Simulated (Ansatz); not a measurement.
# AlAs: properties at the relaxed cell

One table from this session's results is given with a row withheld; the runs are named, their logs left out.

Computed with Ansatz 0.2.0 (DFT r2SCAN, scalar-relativistic, plane waves, PAW, unless a step's input says otherwise).

1 further run of the same task is left out (set aside as unsound or not needed).

## The starting structure

It takes space group F-43m (No. 216, cubic). Conventional cell: a = 5.678 Å, b = 5.678 Å, c = 5.678 Å, α = 90.00°, β = 90.00°, γ = 90.00°. Al (site symmetry -43m) has 4 As at 2.46 Å as nearest neighbours. As (site symmetry -43m) has 4 Al at 2.46 Å as nearest neighbours.

Coordinates:

```cif
data_structure
_symmetry_space_group_name_H-M 'F-43m'
_symmetry_Int_Tables_number 216
_cell_length_a 5.6779
_cell_length_b 5.6779
_cell_length_c 5.6779
_cell_angle_alpha 90.000
_cell_angle_beta 90.000
_cell_angle_gamma 90.000
_cell_volume 183.05
loop_
_atom_site_label
_atom_site_type_symbol
_atom_site_symmetry_multiplicity
_atom_site_Wyckoff_symbol
_atom_site_fract_x
_atom_site_fract_y
_atom_site_fract_z
_atom_site_occupancy
Al1 Al 4 a 0.00000 0.00000 0.00000 1
As1 As 4 d 0.25000 0.25000 0.75000 1
```

This cell was relaxed beforehand with the same method: volume 22.88 Å³/atom, gap on the mesh 1.81 eV.

Set-up of the first run:

input.yaml reads:

```yaml
crystal:
  lattice:
    - [0.0, 2.8389457494, 2.8389457494]
    - [2.8389457494, 0.0, 2.8389457494]
    - [2.8389457494, 2.8389457494, 0.0]
  atoms:
    - { symbol: Al, position: [0.0, 0.0, 0.0] }
    - { symbol: As, position: [0.25, 0.25, 0.25] }
basis:
  ecutwfc: 500
kpoints:
  mp_grid: { grid: [8, 8, 8] }
  band_path:
    path:
      - [[0.0, 0.0, 0.0], [-0.5, -0.5, 0.0], [-0.375, -0.375, 0.25]]
      - [[-0.375, 0.0, 0.375], [0.0, 0.0, 0.0], [0.0, 0.0, 0.5], [-0.5, -0.25, 0.25], [-0.5, -0.5, 0.0]]
    npoints: 14
hamiltonian:
  xc: r2scan
scf:
  occupations: { method: gaussian, width: 0.02 }
  n_extra_bands: 6
output:
  forces: true
  stress: true
  eigenvalues: true
  populations: true
  dos: { projected: true, de: 0.02, nscf_kmesh: { grid: [12, 12, 12] } }
  bader: true
  write_density: true
  write_potential: true
  elf: true
  volumetric_format: npy
```

Run with:

```console
$ ansatz run input.yaml --threads 1 --pin off --max-ram 2560MiB --backend cpu --events-out ev --progress --plain --runs-dir out
```

Among the steps run: Static run: bands, density of states and charges; Band edges anywhere in the zone; Eigenvalues a small step from each edge; Volume × 0.97; Point at V/V0 = 1.03; Point at V/V0 = 0.94; The cell scaled to 1.06 of its volume.

One table of the session follows, with a row left open; its other results are not shown here.

It belongs to the step «Fit of the equation of state». 

```
volume (Å³/atom)  energy above the lowest point (meV/atom)  pressure (GPa)  gap on the mesh (eV)
          21.508                                      21.7            5.35                  1.72
          22.194                                       5.2            2.47                  1.77
          22.881                                       0.0            0.00                  1.81
          23.567                                         ?               ?                     ?
          24.254                                      17.6           -3.91                  1.89
```

Q: Estimate the row for volume (Å³/atom) = 23.567 from the others.

Worked estimate for «energy above the lowest point (meV/atom)». A straight line through the neighbours (22.881, 0.0) and (24.254, 17.6) gives 0.0 + (17.6 − 0.0) × (23.567 − 22.881) / (24.254 − 22.881) = 8.8; a parabola fitted to 3 rows on both sides gives 4.1.

**Answer.** energy above the lowest point (meV/atom): 4.6; pressure (GPa): -2.11; gap on the mesh (eV): 1.86. In «energy above the lowest point (meV/atom)» the line misses by +4.2 and the parabola by -0.5.
